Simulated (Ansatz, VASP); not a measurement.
V in VASP and in Ansatz

Contents of INCAR:

```
SYSTEM = V
PREC = Accurate ; ENCUT = 520
EDIFF = 1E-7 ; ISMEAR = -1
SIGMA = 0.1 ; LREAL = .False.
LASPH = .True. ; NELM = 100
ALGO = Fast ; ISIF = 2
LWAVE = .False. ; LCHARG = .False.
GGA = B5 ; ALDAX = 1.0
AGGAX = 1.0 ; AGGAC = 1.0
ALDAC = 0.0 ; NBANDS = 20
```

Contents of KPOINTS:

```
Automatic mesh
0
Gamma
  17 17 17
  0 0 0
```

POSCAR

```
V
1.0
    0.0000000000      2.8096351400      2.8096351400
    2.8096351400      0.0000000000      2.8096351400
    2.8096351400      2.8096351400      0.0000000000
V
2
Direct
    0.1250000000      0.1250000000      0.1250000000
    0.8750000000      0.8750000000      0.8750000000
```

Input for Ansatz:

```yaml
crystal:
  lattice:
    - [0.0, 2.80963514, 2.80963514]
    - [2.80963514, 0.0, 2.80963514]
    - [2.80963514, 2.80963514, 0.0]
  atoms:
    - { symbol: V, position: [0.125, 0.125, 0.125] }
    - { symbol: V, position: [0.875, 0.875, 0.875] }
hamiltonian:
  xc: blyp
  pseudopotentials:
    kind: paw
    azcp:
      V: "pseudopotentials/V.paw.azcp"
basis:
  ecutwfc: 420
  fft_grid_basis: typed
kpoints:
  mp_grid: { grid: [17, 17, 17], shift: [0, 0, 0] }
magnetization:
  spin_polarized: false
scf:
  occupations: { method: fermi_dirac, width: 0.1 }
output:
  stress: true
  write_density: true
  write_potential: true
  elf: true
  volumetric_format: npy
```

Alike in both runs: task single point; functional BLYP; k mesh 17 × 17 × 17; occupations fermi-dirac, width 0.1 eV; no spin polarisation.

|  | VASP | Ansatz |
| --- | --- | --- |
| version | VASP 6.6.1 | Ansatz 0.2.0 |
| potentials or method | VASP PAW PBE potentials, release 64 (V_sv) | plane waves (420 eV) with PAW, scalar-relativistic |
| plane-wave cutoff (eV) | 520 | 420 |
| valence electrons in the cell | 26 | 26 |

|  | VASP | Ansatz | Ansatz less VASP |
| --- | --- | --- | --- |
| pressure (GPa) | -4.8 | -4.9 | -0.09 |

With one functional, cell and mesh, what is left measures potentials, basis and numerics.

Caveats: the PAW data sets were made with another functional, which shifts forces and pressure a little (VASP).
